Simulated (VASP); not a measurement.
# PtS2 in VASP: relaxation of cell and atoms with r2SCAN+rVV10

Aim: the relaxation of cell and atoms of PtS2 with r2SCAN+rVV10.

All numbers are computed with VASP 6.6.1; they aren't measurements. Logs are shortened: lines on timing, memory, paths and dates and some standing lists are left out, and cuts for length are marked.

### 1 The structure

The cell holds a sheet with vacuum, 3 atoms: a = 3.560 Å, b = 3.560 Å, c = 18.460 Å, α = 90.00°, β = 90.00°, γ = 120.00°.

The cell was built by a generator and needn't be a form met in nature.

### 2 Relaxation of cell and atoms, r2SCAN+rVV10

INCAR

```
SYSTEM = PtS2
  PREC = Accurate
  ENCUT = 600
  EDIFF = 1E-6
  ISMEAR = 0
  SIGMA = 0.03
  LREAL = .False.
  LASPH = .True.
  NELM = 120
  ALGO = Normal
  ISIF = 3
  LWAVE = .False.
  LCHARG = .False.
  METAGGA = R2SCAN
  LMIXTAU = .True.
  LUSE_VDW = .True.
  IVDW_NL = 2
  BPARAM = 11.95
  CPARAM = 0.0093
  IBRION = 2
  NSW = 40
  EDIFFG = -0.005
  LATTICE_CONSTRAINTS = .TRUE. .TRUE. .FALSE.
  KPAR = 4
```

KPOINTS

```
regular mesh
0
Gamma
  12 12 1
  0 0 0
```

POSCAR

```
PtS2
1.0
    3.5600000000      0.0000000000      0.0000000000
   -1.7800000000      3.0830504400      0.0000000000
    0.0000000000      0.0000000000     18.4600000000
S Pt
2 1
Direct
    0.3333330000      0.6666670000      0.4333694500
    0.6666670000      0.3333330000      0.5666305500
    0.0000000000      0.0000000000      0.5000000000
```

Potentials or basis: VASP PAW PBE potentials, release 64 (S, Pt).

Launch:

```
cat potpaw_PBE.64/S/POTCAR potpaw_PBE.64/Pt/POTCAR > POTCAR
mpirun -np 4 vasp_std > vasp.out
```

OUTCAR:

```text
SYSTEM = PtS2
   PREC = Accurate
   ENCUT = 600
   EDIFF = 1E-6
   ISMEAR = 0
   LREAL = .False.
   LASPH = .True.
   NELM = 120
   ISIF = 3
   METAGGA = R2SCAN
   IVDW_NL = 2
   BPARAM = 11.95
   IBRION = 2
   NSW = 40
   EDIFFG = -0.005

 ion  position               nearest neighbor table
   1  0.333  0.667  0.433-   3 2.40   3 2.40   3 2.40
   2  0.667  0.333  0.567-   3 2.40   3 2.40   3 2.40
   3  0.000  0.000  0.500-   1 2.40   2 2.40   2 2.40   1 2.40   2 2.40   1 2.40

  LATTYP: Found a hexagonal cell.
 ALAT       =     3.5600000000
 C/A-ratio  =     5.1853932584

  Lattice vectors:

 A1 = (   3.5600000000,   0.0000000000,   0.0000000000)
 A2 = (  -1.7800000000,   3.0830504400,   0.0000000000)
 A3 = (   0.0000000000,   0.0000000000,  18.4600000000)

Analysis of symmetry for initial positions (statically):
=====================================================================
 Subroutine PRICEL returns:
 Original cell was already a primitive cell.

 Routine SETGRP: Setting up the symmetry group for a
 hexagonal supercell.

 Subroutine GETGRP returns: Found 12 space group operations
 (whereof 12 operations were pure point group operations)
 out of a pool of 24 trial point group operations.

The static configuration has the point symmetry D_3d.

Analysis of symmetry for dynamics (positions and initial velocities):
=====================================================================
 Subroutine PRICEL returns:
 Original cell was already a primitive cell.

 Routine SETGRP: Setting up the symmetry group for a
 hexagonal supercell.

 Subroutine GETGRP returns: Found 12 space group operations
 (whereof 12 operations were pure point group operations)
 out of a pool of 24 trial point group operations.

The dynamic configuration has the point symmetry D_3d.

 Subroutine INISYM returns: Found 12 space group operations
 (whereof 12 operations are pure point group operations),
 and found     1 'primitive' translations

----------------------------------------------------------------------------------------

                                     Primitive cell

  volume of cell :     202.6107

  direct lattice vectors                    reciprocal lattice vectors
     3.560000000  0.000000000  0.000000000     0.280898876  0.162177042  0.000000000
    -1.780000000  3.083050440  0.000000000     0.000000000  0.324354084  0.000000000
     0.000000000  0.000000000 18.460000000     0.000000000  0.000000000  0.054171181

  length of vectors
     3.560000000  3.560000002 18.460000000     0.324354084  0.324354084  0.054171181

  position of ions in fractional coordinates (direct lattice)
     0.333333000  0.666667000  0.433369450
     0.666667000  0.333333000  0.566630550
     0.000000000  0.000000000  0.500000000

  ion indices of the primitive-cell ions
   primitive index   ion index
                 1           1
                 2           2
                 3           3

----------------------------------------------------------------------------------------

 KPOINTS: regular mesh

Automatic generation of k-mesh.
 Grid dimensions read from file:
 generate k-points for:   12   12    1

 Generating k-lattice:

  Cartesian coordinates                     Fractional coordinates (reciprocal lattice)
     0.023408240  0.013514753  0.000000000     0.083333333  0.000000000  0.000000000
     0.000000000  0.027029507  0.000000000     0.000000000  0.083333333  0.000000000
     0.000000000  0.000000000  0.054171181     0.000000000  0.000000000  1.000000000

  Length of vectors
     0.027029507  0.027029507  0.054171181

  Shift w.r.t. Gamma in fractional coordinates (k-lattice)
     0.000000000  0.000000000  0.000000000

 Subroutine IBZKPT returns following result:
 ===========================================

 Found     19 irreducible k-points:

 Following reciprocal coordinates:
            Coordinates               Weight
  0.000000  0.000000  0.000000      1.000000
  0.083333 -0.000000  0.000000      6.000000
  0.166667  0.000000  0.000000      6.000000
  0.250000  0.000000  0.000000      6.000000
  0.333333 -0.000000  0.000000      6.000000
  0.416667  0.000000  0.000000      6.000000
[... 11 lines left out ...]
  0.333333  0.250000  0.000000     12.000000
  0.333333  0.333333  0.000000      2.000000
   k-points           NKPTS =     19   k-points in BZ     NKDIM =     19   number of bands    NBANDS=     15
   number of dos      NEDOS =    301   number of ions     NIONS =      3
   total plane-waves  NPLWV = 117600
   dimension x,y,z NGX =    28 NGY =   28 NGZ =  150
   dimension x,y,z NGXF=    56 NGYF=   56 NGZF=  300
   ions per type =               2   1
   NGX,Y,Z   is equivalent  to a cutoff of  13.08, 13.08, 13.51 a.u.
   NGXF,Y,Z  is equivalent  to a cutoff of  26.15, 26.15, 27.02 a.u.
 SYSTEM =  PtS2
   PREC   = accura    normal or accurate (medium, high low for compatibility)
   ISTART =      0    job   : 0-new  1-cont  2-samecut
   ICHARG =      2    charge: 1-file 2-atom 10-const
   ISPIN  =      1    spin polarized calculation?
   LNONCOLLINEAR =      F non collinear calculations
   LSORBIT =      F    spin-orbit coupling
   LASPH  =      T    aspherical Exc in radial PAW
   ENCUT  =  600.0 eV  44.10 Ry    6.64 a.u.   7.11  7.11 36.87*2*pi/ulx,y,z
   NELM   =    120;   NELMIN=  2; NELMDL= -5     # of ELM steps
   EDIFF  = 0.1E-05   stopping-criterion for ELM
   LREAL  =      F    real-space projection
   EDIFFG = -.5E-02   stopping-criterion for IOM
   NSW    =     40    number of steps for IOM
   IBRION =      2    ionic relax: 0-MD 1-quasi-New 2-CG
   NFREE  =      1    steps in history (QN), initial steepest desc. (CG)
   ISIF   =      3    stress and relaxation
   ISYM   =      2    0-nonsym 1-usesym 2-fastsym
   POTIM  = 0.5000    time-step for ionic-motion
   TEBEG  =    0.0;   TEEND  =   0.0 temperature during run
   PSTRESS=    0.0 pullay stress
   NELECT =      22.0000    total number of electrons
   NUPDOWN=      -1.0000    fix difference up-down
   EMIN   =  10.00;   EMAX   =-10.00  energy-range for DOS
   EFERMI =   0.00;   METHOD = LEGACY
   ISMEAR =     0;   SIGMA  =   0.03  broadening in eV -4-tet -1-fermi 0-gaus
   EFERMI_NEDOS =   21; number of points for ismear=-14 and -15
   IALGO  =     38    algorithm
   IMIX   =      4    mixing-type and parameters
     AMIX     =   0.40;   BMIX     =  1.00
     AMIX_MAG =   1.60;   BMIX_MAG =  1.00
  volume/ion in A,a.u.               =      67.54       455.76
  Fermi-wavevector in a.u.,A,eV,Ry     =   0.781019  1.475912  8.299428  0.609991
  Thomas-Fermi vector in A             =   1.884450
   LORBIT       =      0    0 simple, 1 ext, 2 COOP (PROOUT), +10 PAW based schemes
   METAGGA = R2SCAN    functional components
   LHFCALC =     F    Hartree Fock is set to
   AEXX    =    0.0000 exact exchange contribution
   IVDW_NL    =     2    kernel type
   BPARAM     =11.9500
   IVDW    =     0    specifies the selected vdW correction
   LEPSILON=     F    determine dielectric tensor
   LRPA    =     F    only Hartree local field effects (RPA)
 conjugate gradient relaxation of ions
 non-spin polarized calculation
 Gauss-broadening in eV      SIGMA  =   0.03
  energy-cutoff  :      600.00
  volume of cell :      202.61
 maximum number of plane-waves:      6831
   NGX = 15   NGY = 15   NGZ = 73

--------------------------------------- Ionic step        1  -------------------------------------------

 number of electron      21.9999999 magnetization

 Free energy of the ion-electron system (eV)
  ---------------------------------------------------
  ext. energy  EPLUGINS =         0.00000000
  ---------------------------------------------------
  free energy    TOTEN  =       -68.17208919 eV

  energy without entropy =      -68.17208919  energy(sigma->0) =      -68.17208919

------------------------ aborting loop because EDIFF is reached ----------------------------------------

  FORCE on cell =-STRESS in cart. coord.  units (eV):
  Direction    XX          YY          ZZ          XY          YZ          ZX
  --------------------------------------------------------------------------------------
  -------------------------------------------------------------------------------------
  Total       -0.8881666     -0.8881666     -0.1379732      0.0000000      0.0000000     -0.0000000
  in kB       -7.0233242     -7.0233242     -1.0910458      0.0000000      0.0000000     -0.0000000
  external PRESSURE =      -5.0458981 kB  Pullay stress =       0.0000000 kB

 VOLUME and BASIS-vectors are now :
 -----------------------------------------------------------------------------
  energy-cutoff  :      600.00
  volume of cell :      202.61
      direct lattice vectors                 reciprocal lattice vectors
     3.560000000  0.000000000  0.000000000     0.280898876  0.162177042  0.000000000
    -1.780000000  3.083050440  0.000000000     0.000000000  0.324354084  0.000000000
     0.000000000  0.000000000 18.460000000     0.000000000  0.000000000  0.054171181
[... 149 lines left out ...]
 POSITION                                       TOTAL-FORCE (eV/Angst)
 -----------------------------------------------------------------------------------
     -0.00000      2.04046      7.99509        -0.000000      0.000000     -0.087474
      1.76709      1.02023     10.46491         0.000000     -0.000000      0.087474
     -1.76709      3.06068      9.23000        -0.000000      0.000000     -0.000000
 -----------------------------------------------------------------------------------
    total drift:                               -0.000000     -0.000000      0.000000

  FREE ENERGIE OF THE ION-ELECTRON SYSTEM (eV)
  ---------------------------------------------------
  free  energy   TOTEN  =       -68.1794239627 eV

  energy  without entropy=      -68.1794239627  energy(sigma->0) =      -68.17942396

--------------------------------------- Ionic step        6  -------------------------------------------

 number of electron      22.0000000 magnetization

 Free energy of the ion-electron system (eV)
  ---------------------------------------------------
  ext. energy  EPLUGINS =         0.00000000
  ---------------------------------------------------
  free energy    TOTEN  =       -68.18037175 eV

  energy without entropy =      -68.18037175  energy(sigma->0) =      -68.18037175

 E-fermi :  -3.0785     XC(G=0):  -3.5978

 val. band max:       -3.2791063682   @ k =   0.1667   0.1667   0.0000
 cond. band min:      -1.2200166295   @ k =   0.2500   0.0000   0.0000
 fundamental gap:      2.0590897387
 Fermi energy:        -3.0785449915

 k-point     1 :       0.0000    0.0000    0.0000
  band No.  band energies     occupation
      1     -17.9378      2.00000
      2     -15.6431      2.00000
      3      -9.0244      2.00000
      4      -9.0244      2.00000
      5      -8.7884      2.00000
      6      -6.3057      2.00000
      7      -6.3057      2.00000
      8      -4.1388      2.00000
      9      -3.9884      2.00000
     10      -3.4745      2.00000
     11      -3.4744      2.00000
     12       0.2355      0.00000
     13       0.2355      0.00000
     14       2.8697      0.00000
     15       3.1566      0.00000
[... 344 lines left out ...]
 POSITION                                       TOTAL-FORCE (eV/Angst)
 -----------------------------------------------------------------------------------
     -0.00000      2.03616      7.98458         0.000000      0.000000      0.001425
      1.76337      1.01808     10.47542         0.000000     -0.000000     -0.001425
      0.00000      0.00000      9.23000        -0.000000      0.000000      0.000000
 -----------------------------------------------------------------------------------
    total drift:                                0.000000      0.000000      0.000000

  FREE ENERGIE OF THE ION-ELECTRON SYSTEM (eV)
  ---------------------------------------------------
  free  energy   TOTEN  =       -68.1803717529 eV

  energy  without entropy=      -68.1803717529  energy(sigma->0) =      -68.18037175

 reached required accuracy - stopping structural energy minimisation
```

Run time: 39 min. Hardware: 4 MPI ranks of Intel Xeon Platinum 8488C (Sapphire Rapids), shared host; peak memory 0.85 GiB.

What came out:

```
Free energy                            : -68.1804 eV
Relaxed volume                         : 66.28 Å³/atom
Relaxed cell                           : a = 3.527 Å, b = 3.527 Å, c = 18.460 Å, α = 90.00°, β = 90.00°, γ = 120.00°
Space group after relaxing (to 0.05 Å) : P-3m1 (No. 164)
Energy gained by relaxing              : 2.8 meV/atom
Ionic steps                            : 6
Band gap on the k mesh                 : 2.06 eV, indirect (least direct gap 2.23 eV)
```

Step by step:
| step | energy change (eV) | largest force (eV/Å) | pressure (GPa) | volume (Å³) |
| --- | --- | --- | --- | --- |
| 1 | 0.0000 | 0.0381 | -0.50 | 202.61 |
| 2 | 0.0039 | 0.3826 | 0.88 | 196.86 |
| 3 | -0.0060 | 0.1417 | 0.09 | 200.06 |
| 4 | -0.0060 | 0.1362 | 0.08 | 200.14 |
| 5 | -0.0073 | 0.0875 | 0.05 | 199.68 |
| 6 | -0.0083 | 0.0014 | -0.01 | 198.84 |

Final structure:
```
S Pt
1.0
     3.52673    0.00000    0.00000
    -1.76337    3.05424    0.00000
     0.00000    0.00000   18.46000
S Pt
2 1
Direct
  0.33333 0.66667 0.43253
  0.66667 0.33333 0.56747
  0.00000 0.00000 0.50000
```

Levels at points of the mesh, in eV from the valence-band top:
| k point | band 8 | band 9 | band 10 | band 11 | band 12 | band 13 | band 14 | band 15 |
| --- | --- | --- | --- | --- | --- | --- | --- | --- |
| (0.00, 0.00, 0.00) | -0.86 | -0.71 | -0.20 | -0.20 | 3.51 | 3.51 | 6.15 | 6.44 |
| (0.50, 0.00, 0.00) | -2.21 | -1.99 | -1.74 | -1.48 | 3.17 | 3.28 | 5.98 | 7.34 |

Caveat: the PAW data sets were made with another functional, which shifts forces and pressure a little; spin-orbit coupling is left out, which moves the levels of the heavy elements.
